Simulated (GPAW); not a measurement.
# Sc (P-1) in GPAW: reference runs

Reference runs on Sc: the cell as given and a disturbed copy.

Everything below comes from runs of GPAW 26.7.0. Logs are shortened: lines on timing, memory, paths and dates and some standing lists are left out, and cuts for length are marked. The log counts tension as positive stress, the text compression.

**1. The structure**

The typed cell holds 1 atom: a = 3.202 Å, b = 3.216 Å, c = 3.226 Å, α = 61.44°, β = 61.31°, γ = 62.16°.

This isn't the form of Sc at room conditions, which is hcp.

**2. Single point, PBE (cell strained at random at fixed volume)**

File run.py:

```python
from ase import Atoms
from ase.dft.bandgap import bandgap
from ase.io import write
from ase.units import GPa
from gpaw import GPAW, PW

atoms = Atoms(['Sc'],
              cell=[[3.159626, 0.000599, -0.028984],
                    [1.48278, 2.793188, 0.067354],
                    [1.504481, 0.986162, 2.774501]],
              scaled_positions=[[0.012735, -0.002434, -0.012965]],
              pbc=True)

calc = GPAW(mode=PW(600),
            xc='PBE',
            kpts={'size': (10, 10, 10), 'gamma': True},
            occupations={'name': 'fermi-dirac', 'width': 0.05},
            nbands=14,
            convergence={'density': 1e-05, 'energy': 1e-05},
            maxiter=150,
            txt='gpaw.txt')
atoms.calc = calc
energy = atoms.get_potential_energy()
forces = atoms.get_forces()
stress = atoms.get_stress()
calc.write('gs.gpw')
write('result.traj', atoms)
print(f'Energy: {energy:.6f} eV')
print('Forces (eV/A):')
print(forces.round(4))
print('Stress (GPa):', (stress / GPa).round(3))
print('Fermi level:', round(calc.get_fermi_level(), 4), 'eV')
print(f'Gap: {bandgap(calc)[0]:.4f} eV, direct: {bandgap(calc, direct=True)[0]:.4f} eV')
```

Potentials or basis: GPAW PAW data sets (gpaw-data 1.2.1), pw.

On the command line:

```sh
> OMP_NUM_THREADS=1 python run.py
```

gpaw.txt:

```text
__  _  _
 | _ |_)|_||  |
 |__||  | ||/\| - 26.7.0

Input parameters:
  mode=PW(ecut=600.0),
  convergence={'density': 1e-05, 'energy': 1e-05},
  kpts=MonkhorstPack(size=(10, 10, 10), gamma=True),
  maxiter=150,
  nbands=14,
  occupations=Occupations(name='fermi-dirac', width=0.05),
  xc=XC(name='PBE')

Diagonalizing LCAO Hamiltonian
Converting LCAO to pw mode

       Sc

Atoms  # Å, Bohr magnetons
|   | symbol |        x |         y |         z |    initial magnetic moments |
|---|--------|----------|-----------|-----------|-----------------------------|
| 0 |     Sc | 0.017123 | -0.019577 | -0.036504 | ( 0.0000,  0.0000,  0.0000) |

Unit cell  # Å
| periodic |        x |        y |         z |  lengths |    angles |
|----------|----------|----------|-----------|----------|-----------|
|      yes | 3.159626 | 0.000599 | -0.028984 | 3.159759 | 60.362114 |
|      yes | 1.482780 | 2.793188 |  0.067354 | 3.163080 | 63.427539 |
|      yes | 1.504481 | 0.986162 |  2.774501 | 3.306635 | 62.048131 |

Number of symmetries: 1
Symmetry operations  # r_c * U_cc + t_c -> r_c
|   | kind |            matrix            |
|---|------|------------------------------|
| 0 |  E   |  1, 0, 0,  0, 1, 0,  0, 0, 1 |

BZ-sampling:
  Number of BZ points: 1000
  Number of IBZ points: 504

  Monkhorst-Pack size: [10, 10, 10]
  Monkhorst-Pack shift: [0.05, 0.05, 0.05]

K-points  # in reciprocal-cell coordinates
|     |                                coordinates |     weight |
|-----|--------------------------------------------|------------|
|   0 | (  0.00000000,   0.00000000,   0.00000000) | 0.00100000 |
|   1 | (  0.00000000,   0.00000000,   0.10000000) | 0.00200000 |
|   2 | (  0.00000000,   0.00000000,   0.20000000) | 0.00200000 |
|   3 | (  0.00000000,   0.00000000,   0.30000000) | 0.00200000 |
|   4 | (  0.00000000,   0.00000000,   0.40000000) | 0.00200000 |
|   5 | (  0.00000000,   0.00000000,   0.50000000) | 0.00100000 |
|   6 | (  0.00000000,   0.10000000,  -0.40000000) | 0.00200000 |
|   7 | (  0.00000000,   0.10000000,  -0.30000000) | 0.00200000 |
|   8 | (  0.00000000,   0.10000000,  -0.20000000) | 0.00200000 |
|   9 | (  0.00000000,   0.10000000,  -0.10000000) | 0.00200000 |
| ... |                                            |            |
| 503 | (  0.50000000,   0.50000000,   0.50000000) | 0.00100000 |

Plane wave coefficients: 828
Cutoff: 600.0 eV

Spin-components: 1 (collinear spins)
Bands:           14
Projectors:      6
Spin-degeneracy: 2
Datatype:        complex128

Density:
  Valence electrons: 11.0
  Components: 1
  Grid points: [18 18 20]
  Charge: 0.0  # |e|

Potential:
  Grid points: [18 18 20]

species:
  Sc:
    name:    Scandium
    Z:       21.0
    valence: 11
    core:    10
    charge:  0.0  # [|e|]
    compensation charges:
      type: gauss
      rc: 0.39  # [Å]
      lmax: 2
    cutoffs:
      filter: 2.14  # [Å]
      core: 1.08  # [Å]
    projectors
    | kind |    occ | energy [eV] | rcut [Å] |
    |------|--------|-------------|----------|
    |   3s |  2.000 |     -55.031 |    1.228 |
    |   4s |  2.000 |      -4.183 |    1.228 |
    |   3p |  6.000 |     -33.625 |    1.281 |
    |   4p |  0.000 |      -1.467 |    1.281 |
    |   3d |  1.000 |      -3.233 |    1.196 |
    |    d |        |      23.979 |    1.196 |

    Using partial waves for Sc as LCAO basis

Reference energy: -20788.883120  # eV

eigensolver:
  PPCG
  Converge bands: occupied
  niter=2

density mixing:
  MSR1-Mixer
  Pratt-step length: 0.05
  Maximum mixing coefficient: 0.75
  Old densities: 10
  SVD Regularization: 0.005
  Good broyden scale: 1.0
  Trust region scale: 1.0
  Backstep threshold: 4.0
  History deletion threshold: 6.0
  Fourier metric: weight=20.0, sigma=0.015

occupation numbers:
  Fermi-Dirac:
    width: 0.0500  # eV

poisson solver:
  ecut: 4800.0  # eV

xc functional:
  name: PBE with 2 nearest neighbor stencil

convergence criteria:
- Maximum integral of absolute [dens]ity change: 1e-05 electrons / valence electron
- Maximum [total energy] change in last 3 cyles: 1e-05 eV / valence electron
- Maximum integral of absolute [eigenst]ate change: 4e-08 eV^2 / valence electron
maximum number of iterations: 150

SCF iterations
|iter     | |      energy | eigst |  dens |
|---------|-|-------------|-------|-------|
|iter:   1| |   -4.682655 | +0.17 |       |
|iter:   2| |   -4.664687 | -1.80 | -1.39 |
|iter:   3| |   -4.595633 | -1.58 | -1.43 |
|iter:   4| |   -4.598387 | -3.04 | -2.03 |
|iter:   5| |   -4.599362 | -3.82 | -2.33 |
|iter:   6| |   -4.599362 | -5.89 | -3.65 |
|iter:   7| |   -4.599363c| -6.71 | -4.13 |
|iter:   8| |   -4.599363c| -7.67c| -5.02c|

Converged in 8 steps
Energy contributions relative to reference atoms: (reference = -20788.883120)

Energy contributions:
  Kinetic:          -0.354174
  Coulomb:           0.709753
  Zero:              0.155712
  External:          0.000000
  Xc:               -5.102240
  Entropy:          -0.016826
  Spinorbit:         0.000000
  ----------------------------
  Free energy:      -4.607775
  Extrapolated:     -4.599363

dipole moment: (-0.324556, 9.947768, 7.373548)  # |e|*Ang

Fermi level: 5.792
Eigenvalues  # (at kpt = [0.000, 0.000, 0.000])
| band index |      eig [eV] | occ [0-2] |
|------------|---------------|-----------|
|          0 |       -43.635 |     2.000 |
|          1 |       -22.060 |     2.000 |
|          2 |       -22.036 |     2.000 |
|          3 |       -22.017 |     2.000 |
|          4 |         0.591 |     2.000 |
|          5 |         6.997 |     0.000 |
|          6 |         7.422 |     0.000 |
|          7 |         7.714 |     0.000 |
|          8 |         8.653 |     0.000 |
|          9 |         8.989 |     0.000 |
|         10 |        18.138 |     0.000 |
|         11 |        20.630 |     0.000 |
|         12 |        22.019 |     0.000 |
|         13 |        22.638 |     0.000 |

No gap
No difference between direct/indirect transitions

Forces  # eV/Ang
|        x |       y |        z |
|----------|---------|----------|
| -0.00000 | 0.00000 | -0.00000 |  # Sc   0

Stress tensor  # eV/Ang^3
|         x |         y |         z |
|-----------|-----------|-----------|
| -0.013292 | -0.007251 | -0.004546 |
| -0.007251 | -0.012726 |  0.004390 |
| -0.004546 |  0.004390 |  0.012256 |

# Writing to gs.gpw (mode='')
```

It took 93 s on 1 thread of Arm Neoverse V1, shared host; peak memory 0.29 GiB.

Results:

* Free energy: -4.6078 eV
* Pressure: 0.7 GPa
* Band gap on the k mesh: none (metal or under the smearing width)

Stress tensor (GPa, compression positive):
```
 2.13  1.16  0.73
 1.16  2.04 -0.70
 0.73 -0.70 -1.96
```

**3. Single point, PBE**

Changes to run.py since step 2:

```diff
@@ -3,10 +3,11 @@
 from ase.io import write
-from ase.units import GPa
+from ase.units import Bohr, GPa
 from gpaw import GPAW, PW
+from gpaw.elf import elf_from_dft_calculation
 
 atoms = Atoms(['Sc'],
-              cell=[[3.159626, 0.000599, -0.028984],
-                    [1.48278, 2.793188, 0.067354],
-                    [1.504481, 0.986162, 2.774501]],
-              scaled_positions=[[0.012735, -0.002434, -0.012965]],
+              cell=[[3.2019616822, 0.0, 0.0],
+                    [1.5021078373, 2.8441406042, 0.0],
+                    [1.5489936237, 0.926446803, 2.6741812389]],
+              scaled_positions=[[0.0, 0.0, 0.0]],
               pbc=True)
@@ -33 +34,6 @@
 print(f'Gap: {bandgap(calc)[0]:.4f} eV, direct: {bandgap(calc, direct=True)[0]:.4f} eV')
+
+# fields on the real-space grid
+write('density.cube', atoms, data=calc.get_pseudo_density() * Bohr**3)
+write('potential.cube', atoms, data=calc.get_electrostatic_potential())
+write('elf.cube', atoms, data=elf_from_dft_calculation(calc).data)
```

Potentials or basis: GPAW PAW data sets (gpaw-data 1.2.1), pw.

On the command line:

```sh
> OMP_NUM_THREADS=1 python run.py
```

gpaw.txt:

```text
__  _  _
 | _ |_)|_||  |
 |__||  | ||/\| - 26.7.0

Input parameters:
  mode=PW(ecut=600.0),
  convergence={'density': 1e-05, 'energy': 1e-05},
  kpts=MonkhorstPack(size=(10, 10, 10), gamma=True),
  maxiter=150,
  nbands=14,
  occupations=Occupations(name='fermi-dirac', width=0.05),
  xc=XC(name='PBE')

Diagonalizing LCAO Hamiltonian
Converting LCAO to pw mode

       Sc

Atoms  # Å, Bohr magnetons
|   | symbol |        x |        y |        z |    initial magnetic moments |
|---|--------|----------|----------|----------|-----------------------------|
| 0 |     Sc | 0.000000 | 0.000000 | 0.000000 | ( 0.0000,  0.0000,  0.0000) |

Unit cell  # Å
| periodic |        x |        y |        z |  lengths |    angles |
|----------|----------|----------|----------|----------|-----------|
|      yes | 3.201962 | 0.000000 | 0.000000 | 3.201962 | 61.436192 |
|      yes | 1.502108 | 2.844141 | 0.000000 | 3.216436 | 61.306993 |
|      yes | 1.548994 | 0.926447 | 2.674181 | 3.226287 | 62.159620 |

Number of symmetries: 2
Symmetry operations  # r_c * U_cc + t_c -> r_c
|   | kind |            matrix            |
[... 122 lines left out ...]
  Kinetic:          -0.366450
  Coulomb:           0.699329
  Zero:              0.155611
  External:          0.000000
  Xc:               -5.091718
  Entropy:          -0.017975
  Spinorbit:         0.000000
  ----------------------------
  Free energy:      -4.621204
  Extrapolated:     -4.612216

dipole moment: (-16.730710, -10.088592, -7.155045)  # |e|*Ang

Fermi level: 5.795
Eigenvalues  # (at kpt = [0.000, 0.000, 0.000])
| band index |      eig [eV] | occ [0-2] |
|------------|---------------|-----------|
|          0 |       -43.626 |     2.000 |
|          1 |       -22.039 |     2.000 |
|          2 |       -22.036 |     2.000 |
|          3 |       -22.019 |     2.000 |
|          4 |         0.587 |     2.000 |
|          5 |         7.246 |     0.000 |
|          6 |         7.326 |     0.000 |
|          7 |         7.614 |     0.000 |
|          8 |         8.755 |     0.000 |
|          9 |         8.858 |     0.000 |
|         10 |        18.217 |     0.000 |
|         11 |        21.264 |     0.000 |
|         12 |        21.486 |     0.000 |
|         13 |        22.344 |     0.000 |

No gap
No difference between direct/indirect transitions

Forces  # eV/Ang
|       x |       y |       z |
|---------|---------|---------|
| 0.00000 | 0.00000 | 0.00000 |  # Sc   0

Stress tensor  # eV/Ang^3
|         x |         y |         z |
|-----------|-----------|-----------|
| -0.010062 | -0.006160 | -0.003221 |
| -0.006160 | -0.001314 | -0.002633 |
| -0.003221 | -0.002633 | -0.001267 |

# Writing to gs.gpw (mode='')
```

stdout:

```text
Energy: -4.612216 eV
Forces (eV/A):
[[0. 0. 0.]]
Stress (GPa): [-1.612 -0.211 -0.203 -0.422 -0.516 -0.987]
Fermi level: 5.7946 eV
Gap: 0.0000 eV, direct: 0.0000 eV
```

It took 65 s on 1 thread of Arm Neoverse V2, shared host; peak memory 0.29 GiB.

Results:

```yaml
Free_energy: -4.6212 eV
Pressure: 0.7 GPa
Band_gap_on_the_k_mesh: none (metal or under the smearing width)
```

Stress tensor (GPa, compression positive):
```
1.61 0.99 0.52
0.99 0.21 0.42
0.52 0.42 0.20
```

Levels at points of the mesh, in eV from the Fermi level:
```csv
k point,band 2,band 3,band 4,band 5,band 6,band 7,band 8,band 9
"(0.00, 0.00, 0.00)",-27.83,-27.83,-27.81,-5.21,1.45,1.53,1.82,2.96
"(0.00, 0.00, 0.50)",-28.23,-27.88,-27.87,-1.79,0.17,1.29,1.74,3.83
"(0.00, 0.50, 0.00)",-28.23,-27.87,-27.87,-1.80,0.12,1.38,1.67,3.79
"(0.00, 0.50, 0.50)",-28.21,-27.98,-27.95,-1.54,-0.62,1.87,3.88,4.12
"(0.50, 0.00, 0.00)",-28.24,-27.88,-27.87,-1.78,0.18,1.36,1.67,3.79
"(0.50, 0.00, 0.50)",-28.21,-27.98,-27.95,-1.54,-0.62,1.88,3.88,4.11
"(0.50, 0.50, 0.00)",-28.22,-27.99,-27.96,-1.52,-0.65,2.09,3.88,4.13
"(0.50, 0.50, 0.50)",-28.26,-27.90,-27.89,-1.70,0.49,1.36,1.49,3.94
```
